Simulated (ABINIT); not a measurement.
## BN in ABINIT: the effect of potentials

The system is BN.

```
CELL_PARAMETERS angstrom
0.00000 1.81300 1.81300
1.81300 0.00000 1.81300
1.81300 1.81300 0.00000
ATOMIC_POSITIONS crystal
N 0.25000 0.25000 0.25000
B 0.00000 0.00000 0.00000
```

The cell is a database's computed one.

Alike in all runs:

```yaml
Program: ABINIT 10.8.3 (patched build)
Task: band structure
Functional: r2SCAN
k_mesh: 13 × 13 × 13
Occupations: fermi-dirac, width 0.05 eV
Spin: no spin polarisation
```

```tsv
potentials	cutoff	gap on the mesh (eV)	pressure (GPa)
Ansatz PAW PBE default generated set, frozen core	517 eV	5.06	-5.5
JTH PAW PBE v2.0	844 eV	5.02	-2.6
Ansatz NC r2SCAN	1497 eV	?	?
SG15 NC PBE v1.2	1306 eV	5.04	-5.6
PseudoDojo NC SR PBE v0.4.1 standard	1361 eV	4.93	-1.0
```

Task: What does the run with potentials Ansatz NC r2SCAN give?

Result: gap on the mesh 5.06 eV; pressure -4.0 GPa.

Caveats: the PAW data sets were made with another functional, which shifts forces and pressure a little (some runs); the potentials were made for another functional, which shifts forces and pressure (some runs); the atomic spheres overlap (some runs); a meta-GGA on potentials with a model core is unreliable (some runs).

A k mesh can miss the band edges.
